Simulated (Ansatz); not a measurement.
The system is Nb.

```
CELL_PARAMETERS angstrom
0.00000 2.11500 2.11500
2.11500 0.00000 2.11500
2.11500 2.11500 0.00000
ATOMIC_POSITIONS crystal
Nb 0.00000 0.00000 0.00000
```

This isn't the form of Nb at room conditions, which is bcc.

- Program: Ansatz 0.2.0
- Task: relaxation of cell and atoms
- Functional: revPBE
- Dispersion: D4
- Potentials or basis: Ansatz PAW
- Cutoff: 420 eV (not typed: the program's choice for these potentials)
- k mesh: 11 × 11 × 11
- Occupations: fermi-dirac, width 0.05 eV
- Spin: no spin polarisation

At the start: volume 18.92 Å³/atom.

Task: How do energy, volume and symmetry change on relaxing?

Result: It ends after 4 steps and the volume is 18.47 Å³/atom (-2.4 %); space group Fm-3m (No. 225, to 0.05 Å).

The path:
```csv
step,energy change (eV),largest force (eV/Å),volume (Å³)
1,0.0000,0.0000,18.92
2,-0.0057,0.0000,18.50
3,-0.0057,0.0000,18.47
4,-0.0056,0.0000,18.47
```

Final structure:
```
CELL_PARAMETERS angstrom
0.00000 2.09788 2.09788
2.09788 0.00000 2.09788
2.09788 2.09788 0.00000
ATOMIC_POSITIONS crystal
Nb 0.00000 0.00000 0.00000
```

Caveat: the plane-wave basis is chosen anew once the cell has moved, so the energies of steps on either side of that aren't comparable; pairwise dispersion overbinds metals, which lowers pressure and volume; the PAW data sets come from PBE, with cores solved anew for the run's functional, which leaves a small shift of forces and pressure.
